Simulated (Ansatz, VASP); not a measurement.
# As: VASP beside Ansatz

```xyz
1
Lattice="2.6223 0.0000 0.0000 0.0000 2.6223 0.0000 0.0000 0.0000 2.6223" Properties=species:S:1:pos:R:3 pbc="T T T"
As    1.3111    1.3111    1.3111
```

Alike in both runs: functional PBEsol; k mesh 10 × 10 × 10; no spin polarisation.

Ansatz relaxed the structure, and its values are those at the end. VASP's run is a single point on that final structure, the one shown.

|  | VASP | Ansatz |
| --- | --- | --- |
| version | VASP 6.6.1 | Ansatz 0.2.0 |
| potentials or method | VASP PAW PBE potentials, release 64 (As) | plane waves, PAW |
| plane-wave cutoff (eV) | 520 | 550 |
| occupations | fermi-dirac, width 0.1 eV | fermi-dirac |
| valence electrons in the cell | 5 | 15 |

|  | VASP | Ansatz | Ansatz less VASP |
| --- | --- | --- | --- |
| pressure (GPa) | 8.6 | 8.0 | -0.56 |

The two sets of potentials don't hold the same shells in valence.

Caveats: the PAW data sets were made with another functional, which shifts forces and pressure a little (VASP).
